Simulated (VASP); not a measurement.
# CdSe: equilibrium volume by level of theory

It takes space group P6_3mc (No. 186, hexagonal). Conventional cell: a = 4.300 Å, b = 4.300 Å, c = 7.020 Å, α = 90.00°, β = 90.00°, γ = 120.00°. Cd (site symmetry 3m) is surrounded by 4 Se at 2.61 to 2.70 Å. Se (site symmetry 3m) has 4 Cd at 2.61 to 2.70 Å as nearest neighbours.

```tsv
rung	level	program and potentials	cutoff (eV)	k mesh	smearing	equilibrium volume (Å³/atom)	notes
LDA	LDA	VASP, LDA PAW files Cd, Se, 600 eV	600	9 × 9 × 4	gaussian 0.03	27.32	-
GGA	AM05	VASP, PBE PAW files Cd, Se, 600 eV	600	9 × 9 × 4	gaussian 0.03	28.61	potentials made for PBE
GGA	PBE	VASP, PBE PAW files Cd, Se, 600 eV	600	9 × 9 × 4	gaussian 0.03	29.90	-
GGA + dispersion	PBE+D3(BJ)	VASP, PBE PAW files Cd, Se, 600 eV	600	9 × 9 × 4	gaussian 0.03	28.69	-
GGA	PBEsol	VASP, PBE PAW files Cd, Se, 600 eV	600	9 × 9 × 4	gaussian 0.03	28.29	potentials made for PBE
GGA	RPBE	VASP, PBE PAW files Cd, Se, 600 eV	600	9 × 9 × 4	gaussian 0.03	31.18	potentials made for PBE
meta-GGA	r2SCAN	VASP, PBE PAW files Cd, Se, 600 eV	600	9 × 9 × 4	gaussian 0.03	28.99	potentials made for PBE
```

Task: relaxation of cell and atoms. All rows: no spin polarisation. Smearing widths are in eV. Meshes are those of the run's cell of 4 atoms unless a note names another. Relaxations start from the cell shown or near it and stop with a little pressure left. Runs on faulty files, with rough fits or with known faults for this quantity aren't shown. No row holds spin-orbit coupling.

By rung: LDA 27.32; GGA 28.29 to 31.18; GGA + dispersion 28.69; meta-GGA 28.99 (Å³/atom).
